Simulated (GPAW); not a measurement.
BaTiO3:

```
Ba Ti O
1.0
     3.99980    0.00000    0.00000
     0.00000    3.99980    0.00000
     0.00000    0.00000    4.01800
Ba Ti O
1 1 3
Direct
  0.00000 0.00000 0.00000
  0.50000 0.50000 0.49000
  0.00000 0.50000 0.51700
  0.50000 0.00000 0.51700
  0.50000 0.50000 0.01900
```

| Quantity | Value |
| --- | --- |
| Program | GPAW 26.7.0 |
| Task | relaxation of cell and atoms |
| Functional | PBEsol |
| Potentials or basis | PAW data sets generated in the run's folder for this functional |
| Cutoff | 800 eV |
| Basis | pw |
| k mesh | 4 × 4 × 4 |
| Occupations | fermi-dirac, width 0.05 eV |
| Spin | no spin polarisation |

At the start: pressure -2.3 GPa; volume 12.86 Å³/atom.

**Question.** Where does the relaxation end?

**Answer.** Over 22 steps the energy falls by 3.0 meV/atom and the volume is 12.77 Å³/atom (-0.7 %); space group P4mm (No. 99, to 0.05 Å).

Step by step:
| step | energy change (eV) | largest force (eV/Å) | pressure (GPa) | volume (Å³) |
| --- | --- | --- | --- | --- |
| 1 | 0.0000 | 0.3161 | -2.33 | 64.28 |
| 2 | -0.0023 | 0.2754 | -2.07 | 64.21 |
| 3 | -0.0060 | 0.1934 | -1.56 | 64.07 |
| 4 | -0.0090 | 0.0763 | -0.84 | 63.89 |
| 5 | -0.0100 | 0.0703 | 0.01 | 63.68 |
| 6 | -0.0100 | 0.0663 | 0.01 | 63.68 |
| 7 | -0.0102 | 0.0584 | -0.01 | 63.68 |
| 8 | -0.0104 | 0.0472 | -0.02 | 63.68 |
| 9 | -0.0106 | 0.0333 | -0.04 | 63.68 |
| 10 | -0.0109 | 0.0197 | -0.05 | 63.68 |
| 11 | -0.0111 | 0.0177 | -0.07 | 63.68 |
| 12 | -0.0113 | 0.0249 | -0.08 | 63.68 |
| 13 | -0.0116 | 0.0322 | -0.08 | 63.68 |
| 14 | -0.0118 | 0.0469 | -0.07 | 63.67 |
| 15 | -0.0122 | 0.0577 | -0.04 | 63.66 |
| 16 | -0.0125 | 0.0615 | 0.01 | 63.66 |
| 17 | -0.0129 | 0.0563 | 0.09 | 63.65 |
| 18 | -0.0135 | 0.0405 | 0.19 | 63.65 |
| 19 | -0.0139 | 0.0158 | 0.28 | 63.66 |
| 20 | -0.0144 | 0.0148 | 0.34 | 63.69 |
| 21 | -0.0148 | 0.0223 | 0.30 | 63.75 |
| 22 | -0.0152 | 0.0126 | 0.15 | 63.84 |

Final structure:
```
Ba Ti O
1.0
     3.96523    0.00000    0.00000
     0.00000    3.96523    0.00000
     0.00000    0.00000    4.06028
Ba Ti O
1 1 3
Direct
  0.00000 0.00000 0.99813
  0.50000 0.50000 0.48187
  0.00000 0.50000 0.51739
  0.50000 0.00000 0.51739
  0.50000 0.50000 0.02830
```

Caveat: the k mesh is coarse; later steps reuse the first step's grids.
